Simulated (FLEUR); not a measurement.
# Te2Mo (P6_3/mmc) in FLEUR: a series of runs, part 2 of 2

FLEUR MaX-R8.1 (later development tree).

## 9. Equation of state, PBEsol, 26.46 Å³/atom (volume scaled by 1.06)

Changes to inp.xml since step 8:

```diff
@@ -24,3 +24,3 @@
       <xi:include xmlns:xi="http://www.w3.org/2001/XInclude" href="sym.xml"> </xi:include>
-      <bulkLattice scale="1.0131594038">
+      <bulkLattice scale="1.0196128224">
          <bravaisMatrix>
```

Potentials or basis: all-electron, FLAPW.

Launch:

```bash
$ inpgen -f crystal.txt -profile fastHighL
$ # inp.xml edited to the form shown
$ mpirun -n 4 fleur_MPI -pe_per_kpt 1
```

Run time: 1.9 min. Hardware: 4 MPI ranks of AMD EPYC 9R45 (Zen 5), shared host.

The run converged. Its results:

* Free energy: -959766.1570 eV
* Band gap on the k mesh: 0.79 eV, indirect (least direct gap 0.96 eV)
* Valence electrons inside the program's atomic spheres: Te 18.61; Mo 11.89 (radii Te 2.18, Mo 2.43 bohr)

Caveat: spin-orbit coupling is left out, which moves the levels of the heavy elements; an odd mesh through Γ misses points on the zone boundary, where band edges often lie; this functional lacks dispersion, which binds the layers, so the pressure and a relaxed spacing across them are unreliable.

## 10. Equation of state, PBEsol

Potentials or basis: all-electron, FLAPW.

This step only gathers the single runs of the series.

What came out:

| Quantity | Value |
| --- | --- |
| Equilibrium volume | 24.70 Å³/atom |
| Bulk modulus at fixed shape and positions | 105 GPa |
| Pressure derivative of the bulk modulus | 4.7 |

Energy against volume, from the lowest point:
```
volume (Å³/atom)  energy (meV/atom)
          23.467              21.34
          23.966               6.78
          24.466               0.00
          24.965               0.25
          25.464               6.66
          25.963              18.64
          26.463              35.55
```

Caveat: the cell was scaled at fixed shape and fractional positions, which overstates the stiffness of a crystal with free parameters, most of all of layers and chains; this functional lacks dispersion, which binds the layers, so the pressure and a relaxed spacing across them are unreliable. Spin-orbit coupling is left out, which matters for the levels of Te.

## 11. Band structure, r2SCAN

Input file inp.xml:

```xml
<?xml version="1.0" encoding="UTF-8" standalone="no"?>
<fleurInput fleurInputVersion="0.39">
   <comment>
      Te2Mo                                                                                               
   </comment>
   <calculationSetup>
      <cutoffs Kmax="4.36" Gmax="13.5" GmaxXC="13.5" numbands="0"/>
      <scfLoop itmax="80" minDistance="0.0001" maxIterBroyd="30" imix="Anderson" alpha="0.05" precondParam="0.0" spinf="2.0" sdNocoIR="T"/>
      <coreElectrons ctail="F" frcor="F" kcrel="0" coretail_lmax="0"/>
      <xcFunctional name="LibXC" relativisticCorrections="F">
         <LibXCName exchange="mgga_x_r2scan" correlation="mgga_c_r2scan"/>
         <AuxGGA exchange="117" correlation="130"/>
      </xcFunctional>
      <magnetism jspins="1"/>
      <soc l_soc="F" theta="0.0" phi="0.0" spav="F"/>
      <expertModes spex="0" secvar="F"/>
      <geometryOptimization l_f="F" forcealpha="1.0" forcemix="BFGS" epsdisp="0.00001" epsforce="0.00001"/>
      <ldaU l_linMix="F" mixParam="0.05" spinf="1.0"/>
   </calculationSetup>
   <cell>
      <bzIntegration valenceElectrons="116.0" mode="hist" fermiSmearingEnergy="0.00183747">
         <kPointListSelection listName="default-1"/>
         <!-- k-points included here -->
[... 44 lines left out ...]
         <lo type="SCLO" l="2" n="4" eDeriv="2"/>
         <lo type="SCLO" l="3" n="4" eDeriv="2"/>
      </species>
   </atomSpecies>
   <atomGroups>
      <atomGroup species="Tellurium (Te)">
         <relPos label="                   1">-1.000/3.000 1.000/3.000 .3790000000</relPos>
         <relPos label="                   2">1.000/3.000 -1.000/3.000 -.1210000000</relPos>
         <relPos label="                   3">-1.000/3.000 1.000/3.000 .1210000000</relPos>
         <relPos label="                   4">1.000/3.000 -1.000/3.000 -.3790000000</relPos>
         <force calculate="T" relaxXYZ="TTT"/>
      </atomGroup>
      <atomGroup species="Molybdenum (Mo)">
         <relPos label="                   5">-1.000/3.000 1.000/3.000 -1.000/4.000</relPos>
         <relPos label="                   6">1.000/3.000 -1.000/3.000 1.000/4.000</relPos>
         <force calculate="T" relaxXYZ="TTT"/>
      </atomGroup>
   </atomGroups>
   <output dos="F" band="F" slice="F">
      <checks vchk="F" cdinf="F"/>
      <bandDOS minEnergy="-.5*Htr" maxEnergy="0.5*Htr" sigma="0.015" storeEVData="T"/>
      <vacuumDOS vacdos="F" integ="F" star="F" nstars="0" locx1="0.0" locy1="0.0" locx2="0.0" locy2="0.0" nstm="0" tworkf="0.0"/>
      <unfoldingBand unfoldBand="F" supercellX="1" supercellY="1" supercellZ="1"/>
      <plotting iplot="0" polar="F">
         <plot TwoD="T" vec1="  1.0  0.0  0.0" vec2="  0.0  1.0  0.0" vec3="  0.0  0.0  1.0" zero="  0.0  0.0  0.0" file="plot"/>
      </plotting>
      <chargeDensitySlicing numkpt="0" minEigenval="0.0" maxEigenval="0.0" nnne="0" pallst="F"/>
      <specialOutput eonly="F"/>
      <moessbauerParams electricFieldGradient="T" isomerShift="T" coreHyperfine="T" valenceHyperfine="T"/>
      <magneticCircularDichroism mcd="F" energyLo="-10.0" energyUp="0.0"/>
   </output>
  <!-- We include the file relax.xml here to enable relaxations (see documentation) -->
  <xi:include xmlns:xi="http://www.w3.org/2001/XInclude" href="relax.xml"> <xi:fallback/> </xi:include>
</fleurInput>
```

Input file crystal.txt:

```
Te2Mo
&input cartesian=F /
3.5182000000  0.0000000000  0.0000000000
-1.7591000000  3.0468505756  0.0000000000
0.0000000000  0.0000000000  13.9736000000
1.8897261246
1.0 1.0 1.0

6
52 0.6666666666  0.3333333332  0.3790000000
52 0.3333333332  0.6666666666  0.8790000000
52 0.6666666666  0.3333333332  0.1210000000
52 0.3333333332  0.6666666666  0.6210000000
42 0.6666666666  0.3333333332  0.7500000000
42 0.3333333332  0.6666666666  0.2500000000

&kpt div1=9 div2=9 div3=2 gamma=T /
```

Changes to inp.xml (bands) since step 2:

```diff
@@ -7,5 +7,8 @@
       <cutoffs Kmax="4.36" Gmax="13.5" GmaxXC="13.5" numbands="0"/>
-      <scfLoop itmax="60" minDistance="0.00001" maxIterBroyd="15" imix="Anderson" alpha="0.05" precondParam="0.0" spinf="2.0" sdNocoIR="T"/>
-      <coreElectrons ctail="T" frcor="F" kcrel="0" coretail_lmax="0"/>
-      <xcFunctional name="PBEs" relativisticCorrections="F"/>
+      <scfLoop itmax="80" minDistance="0.0001" maxIterBroyd="30" imix="Anderson" alpha="0.05" precondParam="0.0" spinf="2.0" sdNocoIR="T"/>
+      <coreElectrons ctail="F" frcor="F" kcrel="0" coretail_lmax="0"/>
+      <xcFunctional name="LibXC" relativisticCorrections="F">
+         <LibXCName exchange="mgga_x_r2scan" correlation="mgga_c_r2scan"/>
+         <AuxGGA exchange="117" correlation="130"/>
+      </xcFunctional>
       <magnetism jspins="1"/>
```

Potentials or basis: all-electron, FLAPW.

Launch:

```bash
$ inpgen -f crystal.txt -profile fastHighL
$ # inp.xml edited to the form shown
$ mpirun -n 4 fleur_MPI -pe_per_kpt 1
$ mpirun -n 4 fleur_MPI -pe_per_kpt 1   # second run, on inp.xml (bands)
```

Output:

```text
Welcome to FLEUR        (www.flapw.de)
      MaX-Release 8.1          (www.max-centre.eu)

 func_ids         498         497         498         497
 func_ids         498         497         498         497
 func_ids         498         497         498         497
 func_ids         498         497         498         497
 MetaGGA potential functional detected - V_tau will be computed
 Auxiliary Potential for radial basis: exchange=         117  correlation=         130
 MetaGGA potential functional detected - V_tau will be computed
 Auxiliary Potential for radial basis: exchange=         117  correlation=         130
 MetaGGA potential functional detected - V_tau will be computed
 MetaGGA potential functional detected - V_tau will be computed
 Auxiliary Potential for radial basis: exchange=         117  correlation=         130
 Auxiliary Potential for radial basis: exchange=         117  correlation=         130
The functional 'Re-regularized SCAN exchange by Furness et al' is an exchange functional, it belongs to the 'MGGA' family and is defined in the reference(s):
The functional 'Re-regularized SCAN exchange by Furness et al' is an exchange functional, it belongs to the 'MGGA' family and is defined in the reference(s):
[1] J. W. Furness, A. D. Kaplan, J. Ning, J. P. Perdew, and J. Sun.,  J. Phys. Chem. Lett. 11, 8208-8215 (2020)
The functional 'Re-regularized SCAN exchange by Furness et al' is an exchange functional, it belongs to the 'MGGA' family and is defined in the reference(s):
[... 10 lines left out ...]
[2] J. W. Furness, A. D. Kaplan, J. Ning, J. P. Perdew, and J. Sun.,  J. Phys. Chem. Lett. 11, 9248-9248 (2020)
[2] J. W. Furness, A. D. Kaplan, J. Ning, J. P. Perdew, and J. Sun.,  J. Phys. Chem. Lett. 11, 9248-9248 (2020)
The functional 'Re-regularized SCAN correlation by Furness et al' is a correlation functional, it belongs to the 'MGGA' family and is defined in the reference(s):
[1] J. W. Furness, A. D. Kaplan, J. Ning, J. P. Perdew, and J. Sun.,  J. Phys. Chem. Lett. 11, 8208-8215 (2020)
[2] J. W. Furness, A. D. Kaplan, J. Ning, J. P. Perdew, and J. Sun.,  J. Phys. Chem. Lett. 11, 9248-9248 (2020)
 Using same functional for VXC and EXC
[2] J. W. Furness, A. D. Kaplan, J. Ning, J. P. Perdew, and J. Sun.,  J. Phys. Chem. Lett. 11, 9248-9248 (2020)
The functional 'Re-regularized SCAN correlation by Furness et al' is a correlation functional, it belongs to the 'MGGA' family and is defined in the reference(s):
[1] J. W. Furness, A. D. Kaplan, J. Ning, J. P. Perdew, and J. Sun.,  J. Phys. Chem. Lett. 11, 8208-8215 (2020)
[2] J. W. Furness, A. D. Kaplan, J. Ning, J. P. Perdew, and J. Sun.,  J. Phys. Chem. Lett. 11, 9248-9248 (2020)
 Using same functional for VXC and EXC
[... 43 lines left out ...]
[1] B. Hammer, L. B. Hansen, and J. K. Nørskov.,  Phys. Rev. B 59, 7413 (1999)
The functional 'Perdew, Burke & Ernzerhof' is a correlation functional, it belongs to the 'GGA' family and is defined in the reference(s):
[1] J. P. Perdew, K. Burke, and M. Ernzerhof.,  Phys. Rev. Lett. 77, 3865 (1996)
[2] J. P. Perdew, K. Burke, and M. Ernzerhof.,  Phys. Rev. Lett. 78, 1396 (1997)
 Using same functional for VXC and EXC
 Using auxiliary GGA potential for the first iteration of MetaGGA calculation.
[1] J. P. Perdew, K. Burke, and M. Ernzerhof.,  Phys. Rev. Lett. 77, 3865 (1996)
[2] J. P. Perdew, K. Burke, and M. Ernzerhof.,  Phys. Rev. Lett. 78, 1396 (1997)
 Using same functional for VXC and EXC
 Using auxiliary GGA potential for the first iteration of MetaGGA calculation.
 Reset of history
 Reset of history
 Iteration:     1   Distance:      26.82265117 me/bohr^3
The functional 'Hammer, Hansen, and Norskov' is an exchange functional, it belongs to the 'GGA' family and is defined in the reference(s):
[1] B. Hammer, L. B. Hansen, and J. K. Nørskov.,  Phys. Rev. B 59, 7413 (1999)
The functional 'Perdew, Burke & Ernzerhof' is a correlation functional, it belongs to the 'GGA' family and is defined in the reference(s):
[1] J. P. Perdew, K. Burke, and M. Ernzerhof.,  Phys. Rev. Lett. 77, 3865 (1996)
[2] J. P. Perdew, K. Burke, and M. Ernzerhof.,  Phys. Rev. Lett. 78, 1396 (1997)
The functional 'Hammer, Hansen, and Norskov' is an exchange functional, it belongs to the 'GGA' family and is defined in the reference(s):
[1] B. Hammer, L. B. Hansen, and J. K. Nørskov.,  Phys. Rev. B 59, 7413 (1999)
The functional 'Perdew, Burke & Ernzerhof' is a correlation functional, it belongs to the 'GGA' family and is defined in the reference(s):
[1] J. P. Perdew, K. Burke, and M. Ernzerhof.,  Phys. Rev. Lett. 77, 3865 (1996)
[2] J. P. Perdew, K. Burke, and M. Ernzerhof.,  Phys. Rev. Lett. 78, 1396 (1997)
 Using same functional for VXC and EXC
The functional 'Hammer, Hansen, and Norskov' is an exchange functional, it belongs to the 'GGA' family and is defined in the reference(s):
[1] B. Hammer, L. B. Hansen, and J. K. Nørskov.,  Phys. Rev. B 59, 7413 (1999)
The functional 'Perdew, Burke & Ernzerhof' is a correlation functional, it belongs to the 'GGA' family and is defined in the reference(s):
[1] J. P. Perdew, K. Burke, and M. Ernzerhof.,  Phys. Rev. Lett. 77, 3865 (1996)
[2] J. P. Perdew, K. Burke, and M. Ernzerhof.,  Phys. Rev. Lett. 78, 1396 (1997)
[... 395 lines left out ...]
[1] J. P. Perdew, K. Burke, and M. Ernzerhof.,  Phys. Rev. Lett. 77, 3865 (1996)
[2] J. P. Perdew, K. Burke, and M. Ernzerhof.,  Phys. Rev. Lett. 78, 1396 (1997)
 Using same functional for VXC and EXC
The functional 'Hammer, Hansen, and Norskov' is an exchange functional, it belongs to the 'GGA' family and is defined in the reference(s):
[1] B. Hammer, L. B. Hansen, and J. K. Nørskov.,  Phys. Rev. B 59, 7413 (1999)
The functional 'Perdew, Burke & Ernzerhof' is a correlation functional, it belongs to the 'GGA' family and is defined in the reference(s):
[1] J. P. Perdew, K. Burke, and M. Ernzerhof.,  Phys. Rev. Lett. 77, 3865 (1996)
[2] J. P. Perdew, K. Burke, and M. Ernzerhof.,  Phys. Rev. Lett. 78, 1396 (1997)
 Using same functional for VXC and EXC
The functional 'Perdew, Burke & Ernzerhof' is a correlation functional, it belongs to the 'GGA' family and is defined in the reference(s):
[1] J. P. Perdew, K. Burke, and M. Ernzerhof.,  Phys. Rev. Lett. 77, 3865 (1996)
[2] J. P. Perdew, K. Burke, and M. Ernzerhof.,  Phys. Rev. Lett. 78, 1396 (1997)
 Using same functional for VXC and EXC
 Iteration:    18   Distance:       0.00002905 me/bohr^3

 ********************************************************************
 Run finished successfully
 Stop message:
   all done
 ********************************************************************
```

Run time: 4.2 min. Hardware: 4 MPI ranks of Arm Neoverse V1, shared host.

Results:

```
Free energy                                           : -960210.3929 eV
Band gap on the k mesh                                : 0.89 eV, indirect (least direct gap 1.13 eV)
Band gap along the path                               : 0.84 eV, indirect (least direct gap 1.13 eV)
Valence electrons inside the program's atomic spheres : Te 18.89; Mo 12.20 (radii Te 2.25, Mo 2.5 bohr)
```

Levels at the corners of the path, in eV from the valence-band top:
| point | band 56 | band 57 | band 58 | band 59 | band 60 | band 61 |
| --- | --- | --- | --- | --- | --- | --- |
| Γ | -1.07 | -0.42 | 0.00 | 3.02 | 3.02 | 3.15 |
| M | -1.00 | -0.71 | -0.42 | 1.35 | 1.41 | 1.58 |
| K | -1.99 | -0.30 | -0.07 | 1.06 | 1.06 | 1.27 |
| Γ | -1.07 | -0.42 | 0.00 | 3.02 | 3.02 | 3.15 |
| A | -1.12 | -0.10 | -0.10 | 3.06 | 3.06 | 3.06 |
| L | -1.01 | -0.57 | -0.57 | 1.38 | 1.38 | 1.76 |
| H | -2.15 | -0.21 | -0.21 | 1.07 | 1.07 | 1.74 |
| A | -1.12 | -0.10 | -0.10 | 3.06 | 3.06 | 3.06 |
| L | -1.01 | -0.57 | -0.57 | 1.38 | 1.38 | 1.76 |
| M | -1.00 | -0.71 | -0.42 | 1.35 | 1.41 | 1.58 |
| K | -1.99 | -0.30 | -0.07 | 1.06 | 1.06 | 1.27 |
| H | -2.15 | -0.21 | -0.21 | 1.07 | 1.07 | 1.74 |

Core levels (eV from the Fermi level):
| atom | levels |
| --- | --- |
| 1 Te | 1s1/2 -31604.2, 2s1/2 -4840.9, 2p1/2 -4534.6, 2p3/2 -4260.1, 3s1/2 -959.5, 3p1/2 -833.7, 3p3/2 -782.5, 4s1/2 -159.2, 3d3/2 -560.9, 3d5/2 -550.2 |
| 2 Te | 1s1/2 -31604.2, 2s1/2 -4840.9, 2p1/2 -4534.6, 2p3/2 -4260.1, 3s1/2 -959.5, 3p1/2 -833.7, 3p3/2 -782.5, 4s1/2 -159.2, 3d3/2 -560.9, 3d5/2 -550.2 |
| 3 Te | 1s1/2 -31604.2, 2s1/2 -4840.9, 2p1/2 -4534.6, 2p3/2 -4260.1, 3s1/2 -959.5, 3p1/2 -833.7, 3p3/2 -782.5, 4s1/2 -159.2, 3d3/2 -560.9, 3d5/2 -550.2 |
| 4 Te | 1s1/2 -31604.2, 2s1/2 -4840.9, 2p1/2 -4534.6, 2p3/2 -4260.1, 3s1/2 -959.5, 3p1/2 -833.7, 3p3/2 -782.5, 4s1/2 -159.2, 3d3/2 -560.9, 3d5/2 -550.2 |
| 5 Mo | 1s1/2 -19811.5, 2s1/2 -2795.0, 2p1/2 -2570.5, 2p3/2 -2464.0, 3s1/2 -473.3, 3p1/2 -387.9, 3p3/2 -370.4, 3d3/2 -219.7, 3d5/2 -216.4 |
| 6 Mo | 1s1/2 -19811.5, 2s1/2 -2795.0, 2p1/2 -2570.5, 2p3/2 -2464.0, 3s1/2 -473.3, 3p1/2 -387.9, 3p3/2 -370.4, 3d3/2 -219.7, 3d5/2 -216.4 |

Caveat: the meta-GGA is that of a development version, with a GGA for the radial functions and cores and without core tails; spin-orbit coupling is left out, which moves the levels of the heavy elements.

## 12. The runs side by side

| task | level | gmax | muffin-tin radii | max iterations | mixing factor | mixer | kmax | gap on the mesh (eV) |
| --- | --- | --- | --- | --- | --- | --- | --- | --- |
| band structure | PBEsol | 13.5 1/bohr | Te 2.25, Mo 2.5 bohr | 60 | 0.05 | Anderson | 4.36 1/bohr | 0.76 |
| equation of state | PBEsol | 13.9 1/bohr | Te 2.18, Mo 2.43 bohr | - | - | - | 4.5 1/bohr | - |
| band structure | r2SCAN | 13.5 1/bohr | Te 2.25, Mo 2.5 bohr | 80 | 0.05 | Anderson | 4.36 1/bohr | 0.89 |

Alike in all rows: potentials or basis all-electron, FLAPW; no spin polarisation; cell as given; k mesh 9 × 9 × 2; smearing fermi-dirac 0.05 eV.

Caveats: spin-orbit coupling is left out, which moves the levels of the heavy elements (some runs); this functional lacks dispersion, which binds the layers, so the pressure and a relaxed spacing across them are unreliable (some runs); the cell was scaled at fixed shape and fractional positions, which overstates the stiffness of a crystal with free parameters, most of all of layers and chains (some runs); the meta-GGA is that of a development version, with a GGA for the radial functions and cores and without core tails (some runs).

Compare energies only between runs with the same functional and basis.

## 13. Comparison with measurements

Step 2. Against the measured gap of Te2Mo, 0.88 eV (indirect; 300 K; quoted in “Broadband infrared study of pressure-tunable Fano resonance and metallization transition in 2H-MoTe2”, 2022, pmc:9569381), the calculated 0.71 eV is off by -0.17 eV. Spin-orbit coupling on Mo, Te is left out. The value is that of PBEsol, without temperature or zero-point motion. Semilocal functionals fall short of measured gaps as a rule.

Step 11. Against the measured gap of Te2Mo, 0.88 eV (indirect; 300 K; quoted in “Broadband infrared study of pressure-tunable Fano resonance and metallization transition in 2H-MoTe2”, 2022, pmc:9569381), the calculated 0.84 eV is off by -0.04 eV. Spin-orbit coupling on Mo, Te is left out. The value is that of r2SCAN, without temperature or zero-point motion.
